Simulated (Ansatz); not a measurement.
**GaAs (P4_2/mnm)**

Theory: Ansatz, DFT PBE, scalar-relativistic, plane waves, PAW.

Plane waves to 420 eV, a k mesh through Γ of 6×6×10 on the computed 8-atom cell and Gaussian smearing (0.01 eV); no spin polarisation.

The structure is relaxed at this level of theory with its symmetry kept, and needn't be the ground state of this composition.

Space group P4_2/mnm (No. 136), tetragonal, a = 7.025 Å, c = 4.061 Å. Around Ga lie 4 As at 2.47–2.51 Å; around As lie 4 Ga at 2.47–2.51 Å.

| Item | Value |
| --- | --- |
| Volume per atom | 25.05 Å³ |
| Formation energy from the elements' standard states (uncorrected) | -0.282 eV/atom |
| Kohn–Sham band gap | 0.21 eV |
| Orbital (Löwdin) character of the top 1 eV of the valence band | As 4p 76 %, Ga 4p 21 % |
| Orbital (Löwdin) character of the lowest 1 eV of the conduction band | Ga 4s 29 %, Ga 4p 28 %, As 4p 21 %, As 4s 17 %, unprojected 5 % |
| Bader charge by site (e) | Ga (4 in the cell) 0.68, As (4 in the cell) -0.68 |

The cell was found from a structure generator's guess, not taken from experiment. Kohn–Sham gaps at this level usually fall short of measured ones. Löwdin shares on free-atom orbitals overweight diffuse shells in the empty bands.
